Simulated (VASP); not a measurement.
A run of VASP 6.6.1:

POSCAR

```
ZrS2
1.0
    3.6341384424      0.0000000000      0.0000000000
   -1.8170692213      3.1472562120     -0.0000000000
   -0.0000000000     -0.0000000000      5.7239645209
  Zr              S
     1     2
Direct
     0.0000000000000000    1.0000000000000000    1.0000000000000000
     0.6666666699999979    0.3333333300000021    0.7447833685593014
     0.3333333300000021    0.6666666699999979    0.2552166314406986
```

The input INCAR.step1:

```
PREC = Accurate ; ENCUT = 600
EDIFF = 1E-8 ; ISMEAR = 0
SIGMA = 0.03 ; LREAL = F
LASPH = T ; NELM = 80
ALGO = Fast ; ISIF = 3
LWAVE = F ; LCHARG = F
GGA = PE ; IVDW = 12
KPAR = 2 ; IBRION = 2
NSW = 40 ; EDIFFG = -0.002
```

File INCAR.step2:

```
PREC = Accurate ; ENCUT = 600
EDIFF = 1E-8 ; ISMEAR = 0
SIGMA = 0.03 ; LREAL = F
LASPH = T ; NELM = 80
ALGO = Fast ; ISIF = 2
LWAVE = F ; LCHARG = F
GGA = PE ; IVDW = 12
KPAR = 2 ; IBRION = 6
NFREE = 2 ; POTIM = 0.015
NSW = 1
```

KPOINTS

```
Automatic mesh
0
Gamma
  9 9 5
```

Potentials or basis: VASP PAW PBE potentials, release 64 (Zr_sv, S).

Launch:

```sh
$ cat potpaw_PBE.64/Zr_sv/POTCAR potpaw_PBE.64/S/POTCAR > POTCAR
$ cp INCAR.step1 INCAR
$ mpirun -np 2 vasp_std > vasp.out
$ cp CONTCAR POSCAR
$ cp INCAR.step2 INCAR
$ mpirun -np 2 vasp_std > vasp.out
```

Hardware: 2 MPI ranks on Intel(R) Xeon(R) Platinum 8559C (Emerald Rapids), on a shared host.

Q: How long does it take, and how much memory?

A: Run time: 11 min on 2 MPI ranks on Intel(R) Xeon(R) Platinum 8559C (Emerald Rapids), with other jobs on the host, peak memory 0.53 GiB a rank. Counts: scf iterations 177, k points 50, ion steps 6.
